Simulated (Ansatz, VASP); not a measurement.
# Au: VASP beside Ansatz

Contents of INCAR:

```
PREC = Accurate
ENCUT = 600
EDIFF = 1E-6
ISMEAR = -1
SIGMA = 0.1
LREAL = F
LASPH = T
NELM = 100
ALGO = Fast
ISIF = 3
LWAVE = F
LCHARG = F
GGA = RP
IBRION = 2
NSW = 80
EDIFFG = -0.01
```

Contents of KPOINTS:

```
Automatic mesh
0
Gamma
  10 10 10
```

POSCAR

```
Au
1.0
    0.0000000000      2.8394269867      2.8394269867
    2.8394269867      0.0000000000      2.8394269867
    2.8394269867      2.8394269867      0.0000000000
Au
2
Direct
    0.1250000000      0.1250000000      0.1250000000
    0.8750000000      0.8750000000      0.8750000000
```

Input for Ansatz:

```yaml
crystal:
  lattice:
    - [0.0, 2.8394269867, 2.8394269867]
    - [2.8394269867, 0.0, 2.8394269867]
    - [2.8394269867, 2.8394269867, 0.0]
  atoms:
    - { symbol: Au, position: [0.125, 0.125, 0.125] }
    - { symbol: Au, position: [0.875, 0.875, 0.875] }
hamiltonian:
  xc: rpbe
  pseudopotentials:
    kind: paw
    azcp:
      Au: "pseudopotentials/Au.paw.azcp"
basis:
  ecutwfc: 420
  fft_grid_basis: typed
kpoints:
  mp_grid: { grid: [10, 10, 10], shift: [0, 0, 0] }
magnetization:
  spin_polarized: false
scf:
  occupations: { method: fermi_dirac, width: 0.1 }
relax:
  max_steps: 60
  f_tol: 0.01
  cell: {}
output:
  write_density: true
  write_potential: true
  elf: true
  volumetric_format: npy
```

The cell was built by a generator and needn't be a form met in nature.

Alike in both runs: task relaxation of cell and atoms; functional RPBE; k mesh 10 × 10 × 10; occupations fermi-dirac, width 0.1 eV; no spin polarisation.

```csv
,VASP,Ansatz
version,VASP 6.6.1,Ansatz 0.2.0
potentials or method,"VASP PAW PBE potentials, release 64 (Au)","plane waves (420 eV) with PAW, scalar-relativistic"
plane-wave cutoff (eV),600,420
valence electrons in the cell,22,38
```

Ansatz gave:

| Quantity | Value |
| --- | --- |
| relaxed volume (Å³/atom) | 30.74 |
| relaxed cell length with the largest relative difference (Å) | 4.430 |
| energy change over the relaxation (meV/atom) | -517 |

Q: What did VASP give for the same quantities?

A: Relaxed volume (Å³/atom): 30.67; relaxed cell length with the largest relative difference (Å): 4.427; energy change over the relaxation (meV/atom): -510.

The two sets of potentials don't hold the same shells in valence.

Caveats: the volume moved by over 15 % at a fixed basis, so the end points are rough; the PAW data sets were made with another functional, which shifts forces and pressure a little (VASP). The runs have no spin-orbit coupling, so splittings on Au are missing.
